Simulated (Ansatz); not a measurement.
# Au (Pm-3m) in Ansatz: single point with PBE

Aim: the single point of Au with PBE.

Everything below comes from runs of Ansatz 0.2.0. Logs are shortened: lines on timing, memory, paths and dates and some standing lists are left out, and cuts for length are marked.

## Step 1: The crystal as given

It takes space group Pm-3m (No. 221, cubic). Conventional cell: a = 2.748 Å, b = 2.748 Å, c = 2.748 Å, α = 90.00°, β = 90.00°, γ = 90.00°. Au (site symmetry m-3m) has 6 Au at 2.75 Å as nearest neighbours.

The cell was built by a generator and needn't be a form met in nature.

## Step 2: Single point, PBE

Input file input.yaml:

```yaml
crystal:
  lattice:
    - [2.74841, 0.0, 0.0]
    - [0.0, 2.74841, 0.0]
    - [0.0, 0.0, 2.74841]
  atoms:
    - { symbol: Au, position: [0.5, 0.5, 0.5] }
hamiltonian:
  xc: pbe
  pseudopotentials: { kind: paw }
kpoints:
  mp_grid: { grid: [10, 10, 10] }
scf:
  occupations: { method: gaussian, width: 0.024 }
output:
  forces: true
  stress: true
  eigenvalues: true
  write_density: true
  write_potential: true
  elf: true
  volumetric_format: npy
```

Potentials or basis: Ansatz PAW.

The run is started by

```console
$ ansatz run input.yaml --threads 2 --pin off --max-ram 5632MiB --backend cpu --events-out ev --progress --plain --runs-dir out
```

Output:

```text
Warning: RAYON_NUM_THREADS=2 ignored (pool sized by the plan → 2); use --threads N
Engine: ansatz 0.2.0, aarch64-unknown-linux-gnu
Pseudopotentials: kind: paw
Pseudopotential: Au, paw, valence charge 19, recommended cutoff 420 eV (normal), Au.paw.azcp
Functional definition: PBE
  parameter kappa = 0.804
  parameter beta = 0.06672455060314922
  exchange = pbe_x(kappa = kappa, mu = beta*pi^2/3)
  correlation = pbe_c(beta = beta)
Crystal: 1 atoms, lattice volume = 20.761 Å³
Basis set: ecut = 420 eV, 437 PW (Γ), exchange–correlation on 40×40×40 points (8 copies of the dense FFT grid, shifted against one another)
Bands: 14, of which v1, the nominal top of the filled ones, is band 10 counted from 1 (9 counted from 0)
Symmetry: 48 space group operations
Space group: Pm-3m (ITA 221), of the structure as read, at distance tolerance 2.7e-5 Å
k-points: 56 of 1000
Non-local potential: Au, projectors of the file, l = 0: 3, l = 1: 2, l = 2: 2, l = 3: 1
PAW form: soft (Blöchl's): semilocal exchange-correlation on the pseudo side does not see the compensation charge
PAW one-centre angular grid: Au, 590 points (default); XC on 64 Gauss nodes
Initial density: superposition of atomic densities (neutral atoms: chi_scale 0, normalization atom), corrected by the library's trained network
Initial wavefunctions: pseudopotential atomic-orbital guess
Functional: x = pbe(κ = 0.804, μ = 0.2195149727645171), c = pbe(β = 0.06672455060314922)
SCF iter   1: F=—  HF=-13149.118059 eV  |F-HF|=—  |Δ(HF+E_count)|=         —  Δρ=3.99e-3  dr2=2.74e-3  ethr=1.77e-3  ⟨swp⟩=5.1  Hψ=4237  notcnv=0
preconditioner: auto → LDOS  [insulator: Δε(μ)=0.156 eV  Ē_g=14.849 eV  σ=0.024 eV  W_gap=0.83  n_scr=6 (ndim 8)  ℏωp=27.0 eV  f_vac=0.010  D(μ)=0.71/eV (n_scr^D=6)  ε∞_Penn≈4.3  β→1.0]
SCF iter   2: F=—  HF=-13149.118404 eV  |F-HF|=—  |Δ(HF+E_count)|=   3.45e-4  Δρ=3.27e-3  dr2=1.87e-3  ethr=1.44e-5  ⟨swp⟩=2.9  Hψ=1948  notcnv=0  defer=27
preconditioner: auto → none  [insulator: Δε(μ)=0.166 eV  Ē_g=14.794 eV  σ=0.024 eV  W_gap=0.83  n_scr=6 (ndim 8)  ℏωp=27.0 eV  f_vac=0.004  D(μ)=0.71/eV (n_scr^D=6)  ε∞_Penn≈4.3  β→0.5]
SCF iter   3: F=—  HF=-13149.117870 eV  |F-HF|=—  |Δ(HF+E_count)|=   5.34e-4  Δρ=4.76e-4  dr2=1.30e-5  ethr=9.86e-6  ⟨swp⟩=2.1  Hψ=1280  notcnv=0  defer=27
SCF iter   4: F=—  HF=-13149.117885 eV  |F-HF|=—  |Δ(HF+E_count)|=   1.58e-5  Δρ=4.17e-5  dr2=1.00e-7  ethr=6.85e-8  ⟨swp⟩=2.0  Hψ=1135  notcnv=0  defer=27
iter 5 did not close the SCF: its close was put off for the readings that it lacked (scf_convergence_deferred on its scf_iter line)
SCF iter   5: F=-13149.117886 eV  HF=-13149.117886 eV  |F-HF|=9.92e-9  |Δ(HF+E_count)|=   2.51e-7  Δρ=7.34e-6  dr2=3.05e-9  ethr=5.28e-10  ⟨swp⟩=2.1  Hψ=1040  notcnv=0  defer=27
SCF iter   6: F=-13149.117886 eV  HF=-13149.117886 eV  |F-HF|=3.64e-12  |Δ(HF+E_count)|=   1.08e-8  Δρ=3.68e-7  dr2=1.65e-11  ethr=1.61e-11  ⟨swp⟩=6.2  Hψ=4107  notcnv=0
SCF 1 converged in 6 iterations: F = -13149.117886 eV  dr2 = 1.65e-11
SCF converged after 6 iterations
Free energy (F): -13149.117886 eV
Harris-Foulkes:  -13149.117886 eV  (|F-HF|=3.64e-12)
Internal energy: -13149.117682 eV  (E = F + TS)
E sigma→0 (E₀):  -13149.117784 eV
Entropy (-TS):   -0.000204 eV (-0.204 meV/atom)
Fermi energy:    15.495209 eV
--- Per-component energies (eV) ---
  E_band       = -290.106444
  E_kinetic    = 604.541541
  E_local      = -2088.074363  (includes V_loc(G=0)·N_el)
  E_nonlocal   = 73.967367
  E_hartree    = 877.938494
  E_xc         = -227.509604
  E_vxc        = -274.498498  (∫ρ·V_xc dr)
  E_paw        = -9706.786757  (= ΣΔE_a)
  E_vpaw       = -361.920686  (= ΣTr[D̂ρ^β])
  E_aug_tail   = 0.001395  (compensation charges beyond the density's cutoff)
  E_ewald      = -2683.195756
  E_smearing   = -0.000204  (= −TS)
  E_closure    = -0.000000  (closes the sum)
  Σ components = -13149.117886   (vs F -13149.117886, Δ=0.00e0)
--- Forces (eV/Å), atoms counted from 1 ---
  atom   1  Au     0.00000000     0.00000000    -0.00000000
  max |Σ_I F_I| component: 1.05e-29 eV/Å
--- Stress (GPa, compression-positive) ---
        0.242209       0.000000       0.000000
       -0.000000       0.242209       0.000000
        0.000000       0.000000       0.242209
  P = ⅓ Tr σ = 0.2422 GPa (2.422 kbar)
--- Band table (eV; the first three rows and the last of 56) ---
  k-point 0: bands = ["-89.2683", "-40.6216", "-40.6216", "-40.6216", "7.6875", "9.8448", "9.8448", "14.0180", "14.0180", "14.0180", "29.2780", "29.2780", "29.2780", "34.0849"]
  k-point 1: bands = ["-89.2675", "-40.6413", "-40.6200", "-40.6200", "7.9253", "9.8809", "10.0366", "13.8616", "13.8616", "14.0307", "27.5171", "29.6693", "29.6693", "34.8651"]
  k-point 2: bands = ["-89.2653", "-40.6926", "-40.6161", "-40.6161", "8.5176", "9.9769", "10.6780", "13.4759", "13.4759", "14.0640", "24.6082", "30.7307", "30.7307", "34.2628"]
  k-point 55: bands = ["-89.2429", "-40.7869", "-40.7869", "-40.7869", "10.5715", "10.5715", "10.5715", "15.2543", "15.2543", "23.8554", "23.8554", "23.8554", "25.5950", "27.5997"]
```

Run time: 0.69 s. Hardware: 2 threads of Arm Neoverse V2, shared host; peak memory 0.26 GiB.

Results:

| Item | Value |
| --- | --- |
| Free energy | -13149.1179 eV |
| Pressure | 0.2 GPa |
| Band gap on the k mesh | none (metal or under the smearing width) |
